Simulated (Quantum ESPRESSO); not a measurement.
The system is HgTe (Coloradoite).

```xyz
2
Lattice="0.0000 3.2145 3.2145 3.2145 0.0000 3.2145 3.2145 3.2145 0.0000" Properties=species:S:1:pos:R:3 pbc="T T T"
Hg    0.0000    0.0000    0.0000
Te    4.8217    4.8217    4.8217
```

Base run:

| Item | Value |
| --- | --- |
| Program | Quantum ESPRESSO 7.5 |
| Functional | optB88-vdW |
| Potentials or basis | PseudoDojo 0.4.1 SR PBE standard |
| Cutoff | 1088 eV |
| Density cutoff | 4354 eV |
| k mesh | 7 × 7 × 7 |
| Occupations | fermi-dirac, width 0.05 eV |
| Spin | no spin polarisation |

Its results: band gap on the k mesh none (metal or under the smearing width); pressure 4.2 GPa.

Q: After a change of settings the same cell gave: band gap on the k mesh none (metal or under the smearing width); pressure 7.9 GPa. Which change was it?
A. functional from optB88-vdW to BLYP
B. functional from optB88-vdW to vdW-DF-cx
C. functional from optB88-vdW to PBE; potentials or basis from PseudoDojo 0.4.1 SR PBE standard to SSSP 1.3 efficiency PBE; cutoff from 1088 eV to 816 eV; density cutoff from 4354 eV to 5987 eV; valence electrons from 36 to 26
D. functional from optB88-vdW to PBEsol; potentials or basis from PseudoDojo 0.4.1 SR PBE standard to GBRV 1.5 PBEsol; cutoff from 1088 eV to 612 eV; density cutoff from 4354 eV to 4898 eV; valence electrons from 36 to 18

A: A.

Caveats: the potentials were made for another functional, which shifts forces and pressure.

Not every run made on this cell is shown here.
